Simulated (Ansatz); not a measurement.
Crystal: TiO.

```xyz
6
Lattice="4.9891 0.0000 0.0000 -2.4945 4.3207 0.0000 0.0000 0.0000 2.8733" Properties=species:S:1:pos:R:3 pbc="T T T"
Ti    0.0000    0.0000    0.0000
Ti    0.0000    2.8805    1.4367
Ti    2.4945    1.4402    1.4367
O    -0.9839    1.7043    0.0000
O     1.9679    0.0000    0.0000
O     1.5106    2.6164    0.0000
```

The cell comes from a database or a generator and needn't be the stable form of this composition.

Base run:

```yaml
Program: Ansatz 0.2.0
Functional: PBEsol
Potentials_or_basis: Ansatz PAW
Cutoff: "420 eV (not typed: the program's choice for these potentials)"
k_mesh: 6 × 6 × 9
Occupations: fermi-dirac, width 0.05 eV
Spin: no spin polarisation
Hubbard_terms: Ti d U = 5 eV
```

Its results: pressure 2.7 GPa; largest force 0.135 eV/Å.

Task: After a change of settings the same cell gave: pressure 30.2 GPa; largest force 0.807 eV/Å. Which change was it?
A. hubbard terms from Ti d U = 5 eV to none; hubbard projectors from ortho-atomic (the default) to none
B. hubbard terms from Ti d U = 5 eV to Ti d U = 8 eV
C. hubbard terms from Ti d U = 5 eV to Ti d U = 4 eV

Result: B.

Caveats: U without spin polarisation on a metal has little footing; the PAW data sets come from PBE, with cores solved anew for the run's functional, which leaves a small shift of forces and pressure; a pressure of tens of GPa on the cell as given is suspect, and the run, the potentials or the cell itself is likely at fault (some runs).
